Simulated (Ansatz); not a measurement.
Zinc-blende AlSb was calculated with HSE06 (plane waves, PAW; Ansatz, a program for electronic structure).

Numerical settings: plane-wave cutoff 520 eV, 8×8×8 k mesh, finite displacements, scalar-relativistic PAW data made under PBE.

The cell has the measured lattice: a = b = c = 6.136 Å, α = β = γ = 90.00°.

Problem. Give the computed TO(Γ) frequency.

Solution. 
- TO(Γ) frequency = 325 cm⁻¹

Measured, for comparison: zone-centre TO phonon frequency 323 cm⁻¹ (temperature not stated, not corrected to a static lattice; as tabulated in Giannozzi et al., Phys. Rev. B (1991)). Computed (rounded) less measured: zone-centre TO phonon frequency +0.6 %.

Note: the cell isn't this level's own, so it is under some stress, which shifts stiffness and frequencies.

Spin–orbit coupling is not included.
